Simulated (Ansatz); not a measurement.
The system is LuH2.

```
Lu H
1.0
     0.00000    2.51650    2.51650
     2.51650    0.00000    2.51650
     2.51650    2.51650    0.00000
Lu H
1 2
Cartesian
  0.0000 0.0000 0.0000
  3.7748 3.7748 3.7748
  1.2583 1.2583 1.2583
```

* Program: Ansatz 0.2.0
* Task: relaxation of cell and atoms
* Functional: r2SCAN
* Dispersion: D4
* Potentials or basis: Ansatz PAW
* Cutoff: 500 eV (not typed: the program's choice for these potentials)
* k mesh: 9 × 9 × 9
* Occupations: fermi-dirac, width 0.05 eV
* Spin: no spin polarisation

At the start: volume 10.62 Å³/atom.

Question: How do energy, volume and symmetry change on relaxing?

Answer: It ends after 4 steps and the volume is 10.22 Å³/atom (-3.8 %); space group Fm-3m (No. 225, to 0.05 Å).

Step by step:
| step | energy change (eV) | largest force (eV/Å) | volume (Å³) |
| --- | --- | --- | --- |
| 1 | 0.0000 | 0.0000 | 31.87 |
| 2 | -0.0143 | 0.0000 | 30.78 |
| 3 | -0.0145 | 0.0000 | 30.65 |
| 4 | -0.0141 | 0.0000 | 30.65 |

Final structure:
```yaml
crystal:
  lattice:
    - [0.00000, 2.48400, 2.48400]
    - [2.48400, 0.00000, 2.48400]
    - [2.48400, 2.48400, 0.00000]
  atoms:
    - { symbol: Lu, position: [0.00000, 0.00000, 0.00000] }
    - { symbol: H, position: [0.75000, 0.75000, 0.75000] }
    - { symbol: H, position: [0.25000, 0.25000, 0.25000] }
```

Caveat: the plane-wave basis is chosen anew once the cell has moved, so the energies of steps on either side of that aren't comparable; pairwise dispersion overbinds metals, which lowers pressure and volume; the PAW data sets come from PBE, with cores solved anew for the run's functional, which leaves a small shift of forces and pressure.
